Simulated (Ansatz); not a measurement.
# TiTe in Ansatz: the effect of Hubbard term

Crystal: TiTe.

```
CELL_PARAMETERS angstrom
0.00000 3.05007 3.05007
3.05007 0.00000 3.05007
3.05007 3.05007 0.00000
ATOMIC_POSITIONS crystal
Ti 0.50000 0.50000 0.50000
Te 0.00000 0.00000 0.00000
```

The cell comes from a database or a generator and needn't be the stable form of this composition.

Alike in all runs:

```yaml
Program: Ansatz 0.2.0
Task: single point
Functional: r2SCAN
Potentials_or_basis: Ansatz PAW
Cutoff: "500 eV (not typed: the program's choice for these potentials)"
k_mesh: 8 × 8 × 8
Occupations: fermi-dirac, width 0.05 eV
Spin: no spin polarisation
Hubbard_projectors: ortho-atomic (the default)
Double_counting: fll (the default)
```

```csv
Hubbard term,pressure (GPa)
none,-11.4
Ti d U = 2 eV,-9.7
Ti d U = 3 eV,-8.9
Ti d U = 4 eV,-8.1
Ti d U = 5 eV,-7.2
Ti d U = 6 eV,?
Ti d U = 8 eV,-4.6
```

**Question.** What does the run with Hubbard term Ti d U = 6 eV give?

**Answer.** Pressure -6.3 GPa.

Worked out: A straight line through the other rows of the pressure, of slope 0.848 GPa per eV, gives -6.3 GPa, against the run's -6.3.

Caveats: the PAW data sets come from PBE, with cores solved anew for the run's functional, which leaves a small shift of forces and pressure; U without spin polarisation on a metal has little footing (some runs); the U is typed as a test and isn't derived for this compound (some runs).

Runs at the PBE level aren't shown here.
